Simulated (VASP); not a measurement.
The system is CdTe.

```
Cd Te
1.0
     0.00000    3.20500    3.20500
     3.20500    0.00000    3.20500
     3.20500    3.20500    0.00000
Cd Te
1 1
Direct
  0.00000 0.00000 0.00000
  0.25000 0.25000 0.25000
```

Base run:

```yaml
Program: VASP 6.6.1
Functional: PBEsol
Potentials_or_basis: VASP PAW PBE potentials, release 64 (Cd, Te)
Cutoff: 520 eV
k_mesh: 6 × 6 × 6
Occupations: fermi-dirac, width 0.02 eV
Spin: no spin polarisation
```

Its results: band gap on the k mesh 0.76 eV, direct; pressure 1.9 GPa.

After a change of settings the same cell gave: band gap on the k mesh 1.38 eV, direct; pressure 3.4 GPa. Which change was it?
A. functional from PBEsol to r2SCAN
B. functional from PBEsol to HSE06; k mesh from 6 × 6 × 6 to 5 × 5 × 5
C. functional from PBEsol to LDA; potentials or basis from VASP PAW PBE potentials, release 64 (Cd, Te) to VASP PAW LDA potentials, release 64 (Cd, Te)
D. functional from PBEsol to PBE

A.

r2SCAN gives the wider gap, since meta-GGAs in the generalised Kohn-Sham scheme recover part of the derivative discontinuity.

Caveats: the PAW data sets were made with another functional, which shifts forces and pressure a little; spin-orbit coupling is left out, which moves the levels of the heavy elements.
